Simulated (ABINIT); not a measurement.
Runs of ABINIT 10.8.3 (patched build) on TiCo. Symmetry: Pm-3m, No. 221, cubic system. The conventional cell has a = 2.986 Å, b = 2.986 Å, c = 2.986 Å, α = 90.00°, β = 90.00°, γ = 90.00°. Co (site symmetry m-3m) is surrounded by 8 Ti at 2.59 Å. Around Ti (site symmetry m-3m) lie 8 Co at 2.59 Å. The cell comes from a database or a generator and needn't be the stable form of this composition.

```csv
level,gap on the mesh (eV),pressure (GPa),moment (μB)
LDA,none,(a),0.48
RPBE,none,3.8,0.84
PW91,none,-1.1,(b)
PBEsol,none,-8.0,0.70
revPBE,none,2.6,0.83
WC,none,-7.2,0.74
```

Alike in all rows: task single point; potentials or basis JTH PAW PBE v2.0; spin collinear, ferromagnetic start; cell as given; k mesh 9 × 9 × 9; cutoff (eV) 844; smearing fermi-dirac 0.05 eV.

Q: Fill in the values left out.

A: (a) -14.2; (b) 0.81.

Caveats: small starting moments can end in a higher magnetic state in this program; the PAW data sets were made with another functional, which shifts forces and pressure a little.

A gap of «none» marks a metal or a gap under the smearing width.

Runs at the PBE level aren't shown here.
